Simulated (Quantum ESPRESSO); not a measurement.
Ta in Quantum ESPRESSO: the effect of functional

Ta:

```
CELL_PARAMETERS angstrom
-1.65128 1.65128 1.65128
1.65128 -1.65128 1.65128
1.65128 1.65128 -1.65128
ATOMIC_POSITIONS crystal
Ta 0.00000 0.00000 0.00000
```

Alike in all runs:

* Program: Quantum ESPRESSO 7.5
* Task: phonons
* Cutoff: 789 eV
* Density cutoff: 3157 eV
* k mesh: 8 × 8 × 8
* Occupations: cold, width 0.2 eV
* Spin: no spin polarisation

Each run relaxes the cell or the atoms first.

Question: One run gave: relaxed volume 17.65 Å³/atom; highest phonon frequency 159 cm⁻¹. Which functional did it use?
A. PBE
B. revPBE
C. WC
D. PW91
E. RPBE

Answer: C.

```csv
functional,potentials or basis,relaxed volume (Å³/atom),highest phonon frequency (cm⁻¹)
LDA,PseudoDojo 0.4.1 SR LDA standard,17.02,174
PBE,PseudoDojo 0.4.1 SR PBE standard,18.11,160
PBEsol,PseudoDojo 0.4.1 SR PBEsol standard,17.53,171
revPBE,PseudoDojo 0.4.1 SR PBE standard,18.33,152
WC,PseudoDojo 0.4.1 SR PBE standard,17.65,159
RPBE,PseudoDojo 0.4.1 SR PBE standard,18.41,152
PW91,PseudoDojo 0.4.1 SR PBE standard,18.09,161
AM05,PseudoDojo 0.4.1 SR PBE standard,17.53,172
```

Caveats: the mesh is thin for the phonons of a metal; the potentials were made for another functional, which shifts forces and pressure (some runs).

Not every run made on this cell is shown here.
